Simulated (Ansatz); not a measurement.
Runs of Ansatz 0.2.0 on Si. Symmetry: Fd-3m, No. 227, cubic system. The conventional cell has a = 5.444 Å, b = 5.444 Å, c = 5.444 Å, α = 90.00°, β = 90.00°, γ = 90.00°. Si (site symmetry -43m) is surrounded by 4 Si at 2.36 Å. 

```tsv
task	level	potentials or basis	spin	cell	k mesh	cutoff (eV)	smearing	points for each segment of the path	other keys	mesh quality	gap on the mesh (eV)	pressure (GPa)
atomic charges	exchange-only PBE	Ansatz PAW	non-collinear, random start	as given	8 × 8 × 8	420	fixed	-	-	not flagged	0.84	10.2
band structure	revPBE+D3(BJ)	Ansatz PAW earlier set	off	cell strained at random at fixed volume	7 × 7 × 7	460	methfessel-paxton 0.15 eV	14	-	not flagged	0.39	-2.3
band structure	wPBEh	Ansatz PAW	off	as given	5 × 5 × 5	420	fermi-dirac 0.05 eV	4	-	not flagged	1.19	(a)
ladder of functionals	SVWN5	JTH PAW LDA	off	as given	8 × 8 × 8	390	fermi-dirac 0.05 eV	-	accuracy = high	not flagged	0.53	(b)
```

**Question.** Estimate the missing entries.

**Answer.** (a) 0.2; (b) -2.2.

Caveats: the PAW data sets come from PBE, with cores solved anew for the run's functional, which leaves a small shift of forces and pressure (some runs); the starting moments weren't kept (some runs); the thresholds are loose for stress (some runs).

A k mesh can miss the band edges.

Runs at the PBE level aren't shown here.
